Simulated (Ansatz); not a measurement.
## Sr (bcc)

Method: PBE, scalar-relativistic; no spin polarisation; PAW, 420 eV, Γ-centred 12×12×12 mesh, 0.05 eV Gaussian smearing; code Ansatz. The datasets are Ansatz's generated set soft_2.

```
Sr
1.0
    -2.37808    2.37808    2.37808
     2.37808   -2.37808    2.37808
     2.37808    2.37808   -2.37808
Sr
1
Direct
  0.00000 0.00000 0.00000
```

At room temperature and ambient pressure Sr is fcc.

Cell and atoms are those of this level's equilibrium.

Path: Γ–H–N–Γ–P–H | P–N, with Γ = (0.000, 0.000, 0.000), H = (0.500, -0.500, 0.500), N = (0.000, 0.000, 0.500), P = (0.250, 0.250, 0.250) in reciprocal vectors of the calculation's cell.

Question: Is it a metal or an insulator, and if it has a gap, where are the band edges on this path?

Answer: A metal: bands cross the Fermi level.

Levels between -4 and 4 eV from the Fermi level at the path's named points:
```tsv
point	below E_F (eV)	above E_F (eV)
Γ	-3.69	2.40 2.40 2.40 3.74 3.74
H	-0.17 -0.17	3.66 3.66 3.66
N	-1.03	0.23 1.21 3.57
P		0.34 0.34 0.34 3.04
```
